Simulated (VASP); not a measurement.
# Ag in VASP: a series of runs

The runs below take Ag through relaxation of the atoms, single point, with PBE+D3(BJ), PBE, RPBE.

All numbers are computed with VASP 6.6.1; they aren't measurements. Logs are shortened: lines on timing, memory, paths and dates and some standing lists are left out, and cuts for length are marked.

### 1 The structure

The cell holds a molecule in a box, 1 atom: a = 10.500 Å, b = 11.000 Å, c = 11.500 Å, α = 90.00°, β = 90.00°, γ = 90.00°.

### 2 Relaxation of the atoms, PBE+D3(BJ), collinear spin, ferromagnetic start

Input file INCAR:

```
SYSTEM = Ag
PREC = Accurate
ENCUT = 400
EDIFF = 1E-7
ISMEAR = 0
SIGMA = 0.01
LREAL = .False.
LASPH = .True.
NELM = 60
ALGO = Fast
ISIF = 2
LWAVE = .False.
LCHARG = .False.
ISPIN = 2
MAGMOM = 0.5
LORBIT = 11
NUPDOWN = 1
LMAXMIX = 4
GGA = PE
IVDW = 12
IBRION = 2
NSW = 120
EDIFFG = -0.03
ISYM = 0
```

Input file KPOINTS:

```
Automatic mesh
0
Gamma
  1 1 1
  0 0 0
```

Input file POSCAR:

```
Ag
1.0
   10.5000000000      0.0000000000      0.0000000000
    0.0000000000     11.0000000000      0.0000000000
    0.0000000000      0.0000000000     11.5000000000
Ag
1
Selective dynamics
Direct
    0.5000000000      0.5045454545      0.5000000000  F F F
```

Potentials or basis: VASP PAW PBE potentials, release 64 (Ag).

Run with:

```bash
> cat potpaw_PBE.64/Ag/POTCAR > POTCAR
> mpirun -np 4 vasp_gam > vasp.out
```

OUTCAR:

```text
SYSTEM = Ag
   PREC = Accurate
   ENCUT = 400
   EDIFF = 1E-7
   ISMEAR = 0
   LREAL = .False.
   LASPH = .True.
   NELM = 60
   ISIF = 2
   ISPIN = 2
   LORBIT = 11
   NUPDOWN = 1
   GGA = PE
   IVDW = 12
   IBRION = 2
   NSW = 120
   EDIFFG = -0.03
   ISYM = 0
 IVDW          = 12

 ion  position               nearest neighbor table
   1  0.500  0.505  0.500-

IMPORTANT INFORMATION: All symmetrisations will be switched off!
NOSYMM: (Re-)initialisation of all symmetry stuff for point group C_1.

----------------------------------------------------------------------------------------

                                     Primitive cell

  volume of cell :    1328.2500

  direct lattice vectors                    reciprocal lattice vectors
    10.500000000  0.000000000  0.000000000     0.095238095  0.000000000  0.000000000
     0.000000000 11.000000000  0.000000000     0.000000000  0.090909091  0.000000000
     0.000000000  0.000000000 11.500000000     0.000000000  0.000000000  0.086956522

  length of vectors
    10.500000000 11.000000000 11.500000000     0.095238095  0.090909091  0.086956522

  position of ions in fractional coordinates (direct lattice)
     0.500000000  0.504545454  0.500000000

  ion indices of the primitive-cell ions
   primitive index   ion index
                 1           1

----------------------------------------------------------------------------------------

 KPOINTS: Automatic mesh

Automatic generation of k-mesh.
 Grid dimensions read from file:
 generate k-points for:    1    1    1

 Generating k-lattice:

  Cartesian coordinates                     Fractional coordinates (reciprocal lattice)
     0.095238095  0.000000000  0.000000000     1.000000000  0.000000000  0.000000000
     0.000000000  0.090909091  0.000000000     0.000000000  1.000000000  0.000000000
     0.000000000  0.000000000  0.086956522     0.000000000  0.000000000  1.000000000

  Length of vectors
     0.095238095  0.090909091  0.086956522

  Shift w.r.t. Gamma in fractional coordinates (k-lattice)
     0.000000000  0.000000000  0.000000000

 Subroutine IBZKPT returns following result:
 ===========================================

 Found      1 irreducible k-points:

 Following reciprocal coordinates:
            Coordinates               Weight
  0.000000  0.000000  0.000000      1.000000
   k-points           NKPTS =      1   k-points in BZ     NKDIM =      1   number of bands    NBANDS=     12
[... 37 lines left out ...]
     AMIX_MAG =   1.60;   BMIX_MAG =  1.00
  volume/ion in A,a.u.               =    1328.25      8963.47
  Fermi-wavevector in a.u.,A,eV,Ry     =   0.331217  0.625909  1.492622  0.109705
  Thomas-Fermi vector in A             =   1.227185
   LORBIT       =     11    0 simple, 1 ext, 2 COOP (PROOUT), +10 PAW based schemes
   GGA     = PE    functional components
   LHFCALC =     F    Hartree Fock is set to
   AEXX    =    0.0000 exact exchange contribution
   IVDW    =    12    specifies the selected vdW correction
   LEPSILON=     F    determine dielectric tensor
   LRPA    =     F    only Hartree local field effects (RPA)
 conjugate gradient relaxation of ions
 spin polarized calculation
 RMM-DIIS sequential band-by-band and
 Gauss-broadening in eV      SIGMA  =   0.01
  energy-cutoff  :      400.00
  volume of cell :     1328.25
 maximum number of plane-waves:     12033
 NGX is ok and might be reduce to    70
   NGX = 35   NGY = 35   NGZ = 37

 number of electron      10.9999998 magnetization       0.9999975

 Free energy of the ion-electron system (eV)
  ---------------------------------------------------
  ext. energy  EPLUGINS =         0.00000000
  ---------------------------------------------------
  free energy    TOTEN  =        -0.19943339 eV

  energy without entropy =       -0.19943339  energy(sigma->0) =       -0.19943339

 E-fermi :  -7.0664     XC(G=0):  -0.6736

 val. band max:       -4.5642490273   @ k =   0.0000   0.0000   0.0000
 cond. band min:      -3.7911217699   @ k =   0.0000   0.0000   0.0000
 fundamental gap:      0.7731272574
 Fermi energy:        -4.5083876369

 spin component 1

 k-point     1 :       0.0000    0.0000    0.0000
  band No.  band energies     occupation
      1      -7.3345      1.00000
      2      -7.3345      1.00000
      3      -7.3345      1.00000
      4      -7.3345      1.00000
      5      -7.3345      1.00000
      6      -4.5642      1.00000
      7      -0.7789      0.00000
      8      -0.7630      0.00000
      9      -0.7420      0.00000
     10      -0.2000      0.00000
     11       0.7306      0.00000
     12       0.7911      0.00000
 Fermi energy:        -7.0664268079

 spin component 2

 k-point     1 :       0.0000    0.0000    0.0000
  band No.  band energies     occupation
      1      -7.1284      1.00000
      2      -7.1284      1.00000
      3      -7.1284      1.00000
      4      -7.1284      1.00000
      5      -7.1284      1.00000
      6      -3.7911      0.00000
      7      -0.0309      0.00000
      8      -0.0107      0.00000
      9       0.0145      0.00000
     10       0.2003      0.00000
     11       1.1701      0.00000
     12       1.2784      0.00000

------------------------ aborting loop because EDIFF is reached ----------------------------------------

 Edisp (eV)   -0.00069

 E8    (eV) :    -0.0001

  FORCE on cell =-STRESS in cart. coord.  units (eV):
  Direction    XX          YY          ZZ          XY          YZ          ZX
  --------------------------------------------------------------------------------------
  -------------------------------------------------------------------------------------
  Total      -0.06574    -0.06203    -0.05907    -0.00000    -0.00000    -0.00000
  in kB      -0.07929    -0.07482    -0.07125    -0.00000    -0.00000    -0.00000
  external pressure =       -0.08 kB  Pullay stress =        0.00 kB

 VOLUME and BASIS-vectors are now :
 -----------------------------------------------------------------------------
  energy-cutoff  :      400.00
  volume of cell :     1328.25
      direct lattice vectors                 reciprocal lattice vectors
    10.500000000  0.000000000  0.000000000     0.095238095  0.000000000  0.000000000
     0.000000000 11.000000000  0.000000000     0.000000000  0.090909091  0.000000000
     0.000000000  0.000000000 11.500000000     0.000000000  0.000000000  0.086956522

 POSITION                                       TOTAL-FORCE (eV/Angst)
 -----------------------------------------------------------------------------------
      5.25000      5.55000      5.75000        -0.000001     -0.000549     -0.000000
 -----------------------------------------------------------------------------------
    total drift:                               -0.000001     -0.000549     -0.000000

  FREE ENERGIE OF THE ION-ELECTRON SYSTEM (eV)
  ---------------------------------------------------
  free  energy   TOTEN  =        -0.2001237045 eV

  energy  without entropy=       -0.2001237045  energy(sigma->0) =       -0.20012370

 reached required accuracy - stopping structural energy minimisation

 total charge

# of ion       s       p       d       tot
------------------------------------------
    1        0.366   0.000   9.339   9.705

 magnetization (x)

# of ion       s       p       d       tot
------------------------------------------
    1        0.366   0.000  -0.023   0.344
```

CONTCAR:

```text
Ag
   1.00000000000000
    10.5000000000000000    0.0000000000000000    0.0000000000000000
     0.0000000000000000   11.0000000000000000    0.0000000000000000
     0.0000000000000000    0.0000000000000000   11.5000000000000000
  Ag
     1
Selective dynamics
Direct
     0.5000000000000000    0.5045454544999970    0.5000000000000000   F   F   F

  0.00000000E+00  0.00000000E+00  0.00000000E+00
```

It took 35 s on 4 MPI ranks of Intel Xeon 6975P-C (Granite Rapids), shared host; peak memory 0.41 GiB.

What came out:

| Item | Value |
| --- | --- |
| Free energy | -0.2001 eV |
| Net moment | 1.00 μB per cell |
| Site moments | Ag +0.34 μB |
| Valence electrons inside the program's atomic spheres | Ag 9.71 |
| Dispersion energy per atom | -0.001 eV |

Final structure:
```
Ag
1.0
    10.50000    0.00000    0.00000
     0.00000   11.00000    0.00000
     0.00000    0.00000   11.50000
Ag
1
Direct
  0.50000 0.50455 0.50000
```

Caveat: the relaxation stopped at its first step, so nothing moved; the total moment is fixed, so each spin has its own Fermi level.

### 3 Single point, PBE, collinear spin, ferromagnetic start

Changes to INCAR since step 2:

```diff
@@ -19,6 +19,3 @@
 GGA = PE
-IVDW = 12
-IBRION = 2
-NSW = 120
-EDIFFG = -0.03
+NBANDS = 16
 ISYM = 0
```

KPOINTS is that of step 2.

Input file POSCAR:

```
Ag                                      
1.0
   10.5000000000      0.0000000000      0.0000000000
    0.0000000000     11.0000000000      0.0000000000
    0.0000000000      0.0000000000     11.5000000000
  Ag            
     1
Selective dynamics
Direct
     0.5000000000000000    0.5045454544999970    0.5000000000000000   F   F   F
```

Potentials or basis: VASP PAW PBE potentials, release 64 (Ag).

Run with:

```bash
> cat potpaw_PBE.64/Ag/POTCAR > POTCAR
> mpirun -np 4 vasp_gam > vasp.out
```

OUTCAR:

```text
SYSTEM = Ag
   PREC = Accurate
   ENCUT = 400
   EDIFF = 1E-7
   ISMEAR = 0
   LREAL = .False.
   LASPH = .True.
   NELM = 60
   ISIF = 2
   ISPIN = 2
   LORBIT = 11
   NUPDOWN = 1
   GGA = PE
   ISYM = 0

 ion  position               nearest neighbor table
   1  0.500  0.505  0.500-

IMPORTANT INFORMATION: All symmetrisations will be switched off!
NOSYMM: (Re-)initialisation of all symmetry stuff for point group C_1.

----------------------------------------------------------------------------------------

                                     Primitive cell

[... 170 lines left out ...]
  -------------------------------------------------------------------------------------
  Total       -0.0637990     -0.0603960     -0.0577077      0.0000001      0.0000004      0.0000006
  in kB       -0.0769564     -0.0728516     -0.0696089      0.0000001      0.0000005      0.0000007
  external PRESSURE =      -0.0731389 kB  Pullay stress =       0.0000000 kB

 VOLUME and BASIS-vectors are now :
 -----------------------------------------------------------------------------
  energy-cutoff  :      400.00
  volume of cell :     1328.25
      direct lattice vectors                 reciprocal lattice vectors
    10.500000000  0.000000000  0.000000000     0.095238095  0.000000000  0.000000000
     0.000000000 11.000000000  0.000000000     0.000000000  0.090909091  0.000000000
     0.000000000  0.000000000 11.500000000     0.000000000  0.000000000  0.086956522

 POSITION                                       TOTAL-FORCE (eV/Angst)
 -----------------------------------------------------------------------------------
      5.25000      5.55000      5.75000         0.000000     -0.000548     -0.000001
 -----------------------------------------------------------------------------------
    total drift:                                0.000000     -0.000548     -0.000001

  FREE ENERGIE OF THE ION-ELECTRON SYSTEM (eV)
  ---------------------------------------------------
  free  energy   TOTEN  =        -0.1994333205 eV

  energy  without entropy=       -0.1994333205  energy(sigma->0) =       -0.19943332

 total charge

# of ion       s       p       d       tot
------------------------------------------
    1        0.366   0.000   9.339   9.705

 magnetization (x)

# of ion       s       p       d       tot
------------------------------------------
    1        0.366   0.000  -0.023   0.344
```

OSZICAR:

```text
N       E                     dE             d eps       ncg     rms          rms(c)
DAV:   1     0.793154980912E+02    0.79315E+02   -0.15208E+03    64   0.276E+02
DAV:   2     0.103650074422E+02   -0.68950E+02   -0.63116E+02   112   0.466E+01
[... 19 lines left out ...]
RMM:  22    -0.199431681272E+00   -0.32154E-05   -0.22610E-07    79   0.922E-04    0.158E-04
RMM:  23    -0.199432064879E+00   -0.38361E-06   -0.49177E-08    79   0.651E-04    0.899E-05
RMM:  24    -0.199432737379E+00   -0.67250E-06   -0.16016E-08    72   0.390E-04    0.730E-05
RMM:  25    -0.199433134838E+00   -0.39746E-06   -0.43168E-09    71   0.265E-04    0.563E-05
RMM:  26    -0.199433321200E+00   -0.18636E-06   -0.25335E-09    69   0.259E-04    0.546E-05
RMM:  27    -0.199433320472E+00    0.72851E-09   -0.58570E-10    53   0.219E-04
   1 F= -.19943332E+00 E0= -.19943332E+00  d E =-.213665E-15  mag=     1.0000
```

stdout:

```text
POSCAR found type information on POSCAR Ag
 POSCAR found :  1 types and       1 ions
 scaLAPACK will be used
 LDA part: xc-table for (Slater+PW92), standard interpolation
 POSCAR, INCAR and KPOINTS ok, starting setup
 FFT: planning ... GRIDC
 FFT: planning ... GRID_SOFT
 FFT: planning ... GRID
 WAVECAR not read
 entering main loop
```

It took 39 s on 4 MPI ranks of Intel Xeon 6975P-C (Granite Rapids), shared host; peak memory 0.42 GiB.

Results:

```
Free energy                                           : -0.1994 eV
Net moment                                            : 1.00 μB per cell
Site moments                                          : Ag +0.34 μB
Valence electrons inside the program's atomic spheres : Ag 9.71
```

Caveat: the total moment is fixed, so each spin has its own Fermi level.

[end of part 1 of 2]
